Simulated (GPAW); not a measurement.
# Screening of a field by Hf2C(OH)2 MXene monolayer, part 2 of 2

Aim: the dipole that a field along the normal induces in Hf2C(OH)2 MXene monolayer.

GPAW 26.7.0; GPAW, PAW setups; layer in a repeated cell with vacuum, relaxation of atoms and in-plane cell (the session's first sound run).

So far. Step 8 (In a field): The dipole is now 0.0645 e Å, against -8.6e-4 in the run without a field.

### Step 9. In a field

Level of this step: GPAW, PAW setups; slab in vacuum (GPAW).

Input file run.py:

```python
import json
import numpy as np
from ase import Atoms
from gpaw import GPAW, PW
from gpaw.external import ConstantElectricField

slab = Atoms(
    ['H', 'O', 'Hf', 'C', 'Hf', 'O', 'H'],
    positions=[
        [0.00000, 1.88132, 7.00000],
        [0.00000, 1.88132, 7.97891],
        [1.62927, 0.94066, 9.33394],
        [0.00000, 0.00000, 10.56007],
        [-0.00000, 1.88132, 11.78622],
        [1.62927, 0.94066, 13.14125],
        [1.62927, 0.94066, 14.12016]],
    cell=[[3.25853, -0.0, 0.0], [-1.62927, 2.82198, 0.0], [0.0, 0.0, 21.1202]],
    pbc=[True, True, False])

slab.calc = GPAW(mode=PW(500), xc='PBE', kpts={'size': (12, 12, 1), 'gamma': True},
                 occupations={'name': 'fermi-dirac', 'width': 0.05}, nbands='160%',
                 convergence={'density': 1e-05}, maxiter=200,
                 poissonsolver={'dipolelayer': 'xy'},
                 external=ConstantElectricField(0.2, [0, 0, 1]),
                 symmetry={'tolerance': 1e-3}, txt='slab.txt')
result = {}
energy = slab.get_potential_energy()
fermi = slab.calc.get_fermi_level()
v = slab.calc.get_electrostatic_potential().mean((0, 1)) - fermi
n = slab.calc.get_pseudo_density().mean((0, 1))
L = slab.cell[2, 2]
z = np.arange(len(v)) * L / len(v)
low, high = slab.positions[:, 2].min(), slab.positions[:, 2].max()
below, above = np.interp([low - 4.8, high + 4.8], z, v)
slopes = [np.interp(x, z, np.gradient(v, z)) for x in (low - 4.8, high + 4.8)]
eps = np.array([[slab.calc.get_eigenvalues(k, s) for k in range(len(slab.calc.get_ibz_k_points()))]
                for s in range(slab.calc.get_number_of_spins())]) - fermi
top, bottom = eps[eps < 0].max(), eps[eps > 0].min()
dipole = slab.get_dipole_moment()[2]
print(f'energy {energy:.4f} eV, Fermi level {fermi:.4f} eV, dipole {dipole:.5f} e A')
print(f'potential 4.8 A off the faces, from the Fermi level: lower {below:.4f} eV, upper {above:.4f} eV')
print(f'slope of the potential there: lower {slopes[0]:.5f}, upper {slopes[1]:.5f} eV/A')
print(f'nearest levels on the mesh: {top:.4f} and {bottom:.4f} eV')
print('magnetic moment', round(slab.get_magnetic_moment(), 3))
result.update(energy=energy, fermi=fermi, dipole=dipole, below=below, above=above, slopes=slopes, edges=[top, bottom],
              z=z.tolist(), v=v.tolist(), n=n.tolist(), positions=slab.positions.tolist(),
              forces=slab.get_forces(apply_constraint=False).tolist(), moments=slab.get_magnetic_moments().tolist())
json.dump(result, open('result.json', 'w'))
```

Run with:

```console
> OMP_NUM_THREADS=1 OPENBLAS_NUM_THREADS=1 python run.py
```

The program printed:

```text
energy -50.3307 eV, Fermi level 2.1786 eV, dipole 0.12941 e A
potential 4.8 A off the faces, from the Fermi level: lower 3.6758 eV, upper 1.1380 eV
slope of the potential there: lower -0.01956, upper 0.00550 eV/A
nearest levels on the mesh: -0.0259 and 0.0035 eV
magnetic moment 0.0
```

Run time: 4.2 min. Hardware: 1 thread of Intel Xeon Platinum 8375C at 2.90GHz (Ice Lake), shared host; peak memory 0.6 GiB.

The dipole is now 0.129 e Å, against -8.6e-4 in the run without a field.

### Step 10. In a field

Edit run.py of step 9 so:

```diff
@@ -23,3 +23,3 @@
                  poissonsolver={'dipolelayer': 'xy'},
-                 external=ConstantElectricField(0.2, [0, 0, 1]),
+                 external=ConstantElectricField(0.3, [0, 0, 1]),
                  symmetry={'tolerance': 1e-3}, txt='slab.txt')
```

The program printed:

```text
energy -50.3468 eV, Fermi level 2.1634 eV, dipole 0.19488 e A
potential 4.8 A off the faces, from the Fermi level: lower 4.3570 eV, upper 0.5371 eV
slope of the potential there: lower -0.02802, upper 0.00449 eV/A
nearest levels on the mesh: -0.0014 and 0.0041 eV
magnetic moment 0.0
```

Run time: 4.2 min. Hardware: 1 thread; peak memory 0.6 GiB.

The electrostatic potential energy of an electron (without an applied field's), less the Fermi level, planar mean oscillates, so the rows of the table below give means over windows of 1 Å about each position, cut where the curve ends. Its maxima inside the range that stand out by 2 % of the span (Å: eV): 0.6: 4.38, 7.3: 0.491, 8.4: -5.81, 10.2: -8.43, 10.9: -8.65, 12.7: -7.17, 13.8: -1.60. Its minima: 7.0: -0.211, 8.0: -9.52, 9.3: -22.4, 10.6: -11.9, 11.8: -23.1, 13.1: -11.1, 14.1: -2.51.

Electrostatic potential energy of an electron (without an applied field's), less the Fermi level, planar mean against z; means over each step:

z (Å), electrostatic potential energy of an electron (without an applied field's), less the Fermi level, planar mean (eV) and a bar from the least value:
```
        0        3.7 #############################
        1        4.4 ##############################
        2        4.4 ##############################
        3        4.3 ##############################
        4        4.2 ##############################
        5        3.8 #############################
        6        2.8 ############################
        7        0.4 #########################
        8       -6.2 ################
        9      -15.8 ###
       10      -12.2 ########
       11      -11.5 #########
       12      -18.2 
       13       -8.4 #############
       14       -2.1 #####################
       15       -0.3 ########################
       16        0.3 #########################
       17        0.5 #########################
       18        0.5 #########################
       19        0.5 #########################
       20        0.5 #########################
       21        0.9 #########################
```

The dipole is now 0.195 e Å, against -8.6e-4 in the run without a field.

### Step 11. The series

The members are put on one axis.

This step: induced dipole against applied field (GPAW 26.7.0).

Table of dipole along the normal by field:

```tsv
field (V/Å)	dipole along the normal (e·Å)
-0.200	-0.129
-0.100	-0.0645
-0.050	-0.0322
0.000	-8.6e-4
0.050	0.0322
0.100	0.0645
0.200	0.129
0.300	0.195
```

### Step 12. A changed run

One more run, with changed settings.

This step: GPAW, PAW setups; slab in vacuum (GPAW 26.7.0).

Edit run.py of step 10 so:

```diff
@@ -4,3 +4,2 @@
 from gpaw import GPAW, PW
-from gpaw.external import ConstantElectricField
 
@@ -17,3 +16,3 @@
     cell=[[3.25853, -0.0, 0.0], [-1.62927, 2.82198, 0.0], [0.0, 0.0, 21.1202]],
-    pbc=[True, True, False])
+    pbc=[True, True, True])
 
@@ -21,5 +20,4 @@
                  occupations={'name': 'fermi-dirac', 'width': 0.05}, nbands='160%',
-                 convergence={'density': 1e-05}, maxiter=200,
+                 convergence={'density': 1e-05}, maxiter=100,
                  poissonsolver={'dipolelayer': 'xy'},
-                 external=ConstantElectricField(0.3, [0, 0, 1]),
                  symmetry={'tolerance': 1e-3}, txt='slab.txt')
```

The program printed:

```text
AssertionError
```

Elapsed: 1.1 s, on 1 thread; peak memory 0.15 GiB.

The input was rejected at the start.

The fault put into the input: a dipole layer in a cell that repeats along the normal (pbc_z = true).

### Step 13. Results

```yaml
work_function_upper_and_lower_face: 2.383 and 2.369 eV
dipole_along_the_normal: -8.6e-4 e Å, near the numerical noise
induced_dipole_per_field: 0.648 e Å per V/Å
out_of_plane_polarisability_per_area_alpha_eps_0_a: 12.7 Å
```

The field induces 0.648 e Å per V/Å, a polarisable thickness α/(ε0 A) of 12.7 Å beside 7.12 Å between the outermost nuclei. A perfect conductor would give the distance between its two image planes; a dielectric of thickness t gives t(1 - 1/ε). The induced dipole is linear in the field over this range. The small printed dipole stands for a step of 17 meV from the lower to the upper face, and the probes find 13 meV; values this small are near the numerical noise of both. The layer's cell and atoms come from the relaxation; spin-orbit coupling and temperature are left out.

[Logs are printed without paths, hosts, clocks, repeated set-up lines and the standing remarks that a program may print on its own settings, such as how far it seeks lower states.]

[Hosts, paths, dates, database ids (printed as entryN), source tags and the programs' standing remarks are cut or masked in the printed files.]
